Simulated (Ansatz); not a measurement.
# Ag (Fm-3m) under several functionals

**The experiment to reproduce.**

“Reaction selectivity of homochiral versus heterochiral intermolecular reactions of prochiral terminal alkynes on surfaces”, 2019, pmc:6739358 quotes, for a bulk crystal of Ag: lattice constant a 4.086 Å.

Plane-wave DFT in Ansatz with scalar-relativistic PAW potentials. The same structure was relaxed (cell and atoms, symmetry kept) in separate runs at each level. No spin polarisation.

| level | cutoff (eV) | k mesh | V (Å³/atom) | a (Å) |
| --- | --- | --- | --- | --- |
| PBE+D3(BJ) | 420 | 18×18×18 | 16.893 | 4.073 |
| r2SCAN | 500 | 18×18×18 | 17.285 | 4.104 |
| PBE | 420 | 18×18×18 | 17.836 | 4.147 |

**Question.** Where does PBEsol (420 eV, k mesh 18×18×18) fall?

**Answer.** V (Å³/atom) 16.662, a (Å) 4.054. Its volume is the smallest of the set. The usual order of volumes, PBEsol < PBE, holds here (16.662, 17.836 Å³/atom). As a rule PBEsol, built on the gradient expansion of slowly varying densities, lies between LDA and PBE; PBE's stronger gradient term for exchange weakens bonds. Adding D3 to PBE changes the volume by -5.3 %; the term is attractive, so it pulls cells in. In metals the pairwise form ignores screening by the conduction electrons and often pulls in too far. r2SCAN lies 3.1 % under PBE in volume.

For PBE: A measured lattice constant a of Ag is 4.086 Å (quoted in “Reaction selectivity of homochiral versus heterochiral intermolecular reactions of prochiral terminal alkynes on surfaces”, 2019, pmc:6739358); the calculated 4.147 Å misses it by +1.5 %. 3 values of this kind are on record in papers (4.085 to 4.086 Å); this one was drawn at random among those near their median. The calculations are for 0 K without zero-point motion.